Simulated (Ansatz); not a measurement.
The system is CdSe.

```
Cd Se
1.0
     0.00000    2.87396    2.87396
     2.87396    0.00000    2.87396
     2.87396    2.87396    0.00000
Cd Se
1 1
Direct
  0.00000 0.00000 0.00000
  0.50000 0.50000 0.50000
```

Measurements of this composition are mostly on another form, of space group No. 186.

* Program: Ansatz 0.2.0
* Task: relaxation of cell and atoms
* Functional: HSE06
* Potentials or basis: Ansatz PAW
* Cutoff: 420 eV (not typed: the program's choice for these potentials)
* k mesh: 4 × 4 × 4
* Occupations: fermi-dirac, width 0.05 eV
* Spin: no spin polarisation

At the start: volume 23.74 Å³/atom.

Task: Where does the relaxation end?

Result: It ends after 5 steps and the volume is 23.14 Å³/atom (-2.5 %); space group Fm-3m (No. 225, to 0.05 Å).

Step by step:
```csv
step,energy change (eV),largest force (eV/Å),volume (Å³)
1,0.0000,0.0000,47.48
2,-0.0044,0.0000,45.46
3,-0.0070,0.0000,46.33
4,-0.0070,0.0000,46.29
5,-0.0061,0.0000,46.29
```

Final structure:
```cif
data_structure
_symmetry_space_group_name_H-M 'P 1'
_symmetry_Int_Tables_number 1
_cell_length_a 4.0302
_cell_length_b 4.0302
_cell_length_c 4.0302
_cell_angle_alpha 60.000
_cell_angle_beta 60.000
_cell_angle_gamma 60.000
_cell_volume 46.29
loop_
_atom_site_label
_atom_site_type_symbol
_atom_site_fract_x
_atom_site_fract_y
_atom_site_fract_z
_atom_site_occupancy
Cd1 Cd 0.00000 0.00000 0.00000 1
Se1 Se 0.50000 0.50000 0.50000 1
```

Caveat: the k mesh is coarse (spacing up to 0.47 Å⁻¹), so the values aren't converged, least of all with exact exchange; the plane-wave basis is chosen anew once the cell has moved, so the energies of steps on either side of that aren't comparable; the PAW data sets come from PBE, with cores solved anew for the run's functional, which leaves a small shift of forces and pressure.
